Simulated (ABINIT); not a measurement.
**GaAs: single point with PBE**

**Measured values to compare with.**

From “Evidence of valence band perturbations in GaAsN/GaAs(001): A combined variable-angle spectroscopic ellipsometry and modulated photoreflectance investigation”, 2008, arxiv:0805.2212, for a bulk crystal of GaAs at 300 K: band gap 1.412 ± 0.01 eV (direct).

GaAs:

```xyz
2
Lattice="0.0000 2.8268 2.8268 2.8268 0.0000 2.8268 2.8268 2.8268 0.0000" Properties=species:S:1:pos:R:3 pbc="T T T"
As    4.2403    4.2403    4.2403
Ga    0.0000    0.0000    0.0000
```

```yaml
Program: ABINIT 10.8.3 (patched build)
Task: single point
Functional: PBE
Potentials_or_basis: PseudoDojo NC SR PBE v0.4.1 standard
Cutoff: 1034 eV
k_mesh: 6 × 6 × 6
Occupations: fermi-dirac, width 0.05 eV
Spin: no spin polarisation
```

| Property | Result |
| --- | --- |
| Band gap on the k mesh | 0.51 eV, direct |
| Valence electrons inside the program's atomic spheres | As 12.37; Ga 10.82 |

Levels at points of the mesh, in eV from the valence-band top:
```tsv
k point	band 10	band 11	band 12	band 13	band 14	band 15	band 16	band 17	band 18
(0.00, 0.00, 0.00)	-14.75	-12.73	0.00	0.00	0.00	0.51	3.74	3.74	3.74
(0.50, 0.00, 0.00)	-14.74	-10.97	-6.64	-1.14	-1.14	1.00	4.64	4.64	7.77
(0.50, 0.50, 0.00)	-14.73	-10.23	-6.81	-2.68	-2.68	1.47	1.66	10.17	10.17
```

It took 44 s on 1 thread of Arm Neoverse V1 (shared host), peak memory 0.09 GiB.

Against the measured gap of GaAs, 1.412 eV (direct; 300 K; “Evidence of valence band perturbations in GaAsN/GaAs(001): A combined variable-angle spectroscopic ellipsometry and modulated photoreflectance investigation”, 2008, arxiv:0805.2212), the calculated 0.51 eV is off by -0.90 eV. 3 values of this kind are on record (1.412 to 1.51 eV); this one was drawn at random among those near their median, those with a stated uncertainty first. Spin-orbit coupling on As, Ga is left out. The value is that of PBE on a finite k mesh, which can miss the band edges, without temperature or zero-point motion. Semilocal functionals fall short of measured gaps as a rule.
